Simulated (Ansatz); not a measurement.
# SiNi2: the cost of one run

Method: DFT PBE, scalar-relativistic, plane waves, PAW, in Ansatz 0.2.0.

2 further runs of the same task are left out: 2 set aside as unsound or not needed.

## Step 1: The system as given

Symmetry: P6_3/mmc, No. 194, hexagonal system. Conventional cell: a = 3.912 Å, b = 3.912 Å, c = 4.991 Å, α = 90.00°, β = 90.00°, γ = 120.00°. Si (site symmetry -6m2) has 11 Ni at 2.26 to 2.58 Å as nearest neighbours. Ni (site symmetry -3m) has 8 Ni at 2.50 to 2.58 Å and 6 Si at 2.58 Å as nearest neighbours. Around Ni (site symmetry -6m2) lie 5 Si at 2.26 to 2.50 Å and 6 Ni at 2.58 Å.

Structure file:

```cif
data_structure
_symmetry_space_group_name_H-M 'P6_3/mmc'
_symmetry_Int_Tables_number 194
_cell_length_a 3.9119
_cell_length_b 3.9119
_cell_length_c 4.9915
_cell_angle_alpha 90.000
_cell_angle_beta 90.000
_cell_angle_gamma 120.000
_cell_volume 66.15
loop_
_atom_site_label
_atom_site_type_symbol
_atom_site_symmetry_multiplicity
_atom_site_Wyckoff_symbol
_atom_site_fract_x
_atom_site_fract_y
_atom_site_fract_z
_atom_site_occupancy
Si1 Si 2 d 0.33333 0.66667 0.75000 1
Ni1 Ni 2 a 0.00000 0.00000 0.00000 1
Ni2 Ni 2 c 0.33333 0.66667 0.25000 1
```

This cell was relaxed beforehand with the same method: volume 11.03 Å³/atom, gap on the mesh none (metal).

## Step 2: Electronic structure at the relaxed geometry

input.yaml reads:

```yaml
crystal:
  lattice:
    - [3.9119262742, 0.0, 0.0]
    - [-1.9559631371, 3.3878275312, 0.0]
    - [0.0, 0.0, 4.991452233]
  atoms:
    - { symbol: Si, position: [0.3333333333, 0.6666666667, 0.75] }
    - { symbol: Si, position: [0.6666666667, 0.3333333333, 0.25] }
    - { symbol: Ni, position: [0.0, 0.0, 0.0] }
    - { symbol: Ni, position: [0.0, 0.0, 0.5] }
    - { symbol: Ni, position: [0.3333333333, 0.6666666667, 0.25] }
    - { symbol: Ni, position: [0.6666666667, 0.3333333333, 0.75] }
basis:
  ecutwfc: 420
kpoints:
  mp_grid: { grid: [12, 12, 8] }
  band_path:
    path:
      - [[0.0, 0.0, 0.0], [0.5, 0.0, 0.0], [0.33333333, 0.33333333, 0.0], [0.0, 0.0, 0.0], [0.0, 0.0, 0.5], [0.5, 0.0, 0.5], [0.33333333, 0.33333333, 0.5], [0.0, 0.0, 0.5]]
      - [[0.5, 0.0, 0.5], [0.5, 0.0, 0.0]]
      - [[0.33333333, 0.33333333, 0.5], [0.33333333, 0.33333333, 0.0]]
    npoints: 14
hamiltonian:
  xc: pbe
scf:
  occupations: { method: gaussian, width: 0.1 }
  n_extra_bands: 15
output:
  forces: true
  stress: true
  eigenvalues: true
  populations: true
  dos: { projected: true, de: 0.02, nscf_kmesh: { grid: [18, 18, 12] } }
  bader: true
  write_density: true
  write_potential: true
  elf: true
  volumetric_format: npy
```

Started as:

```
$ ansatz run input.yaml --threads 1 --pin off --max-ram 2560MiB --backend cpu --events-out ev --progress --plain --runs-dir out
```

What time and memory should one allow on 1 thread of Arm Neoverse V2, shared host?

About 1.8 min, with a peak of 0.72 GiB.
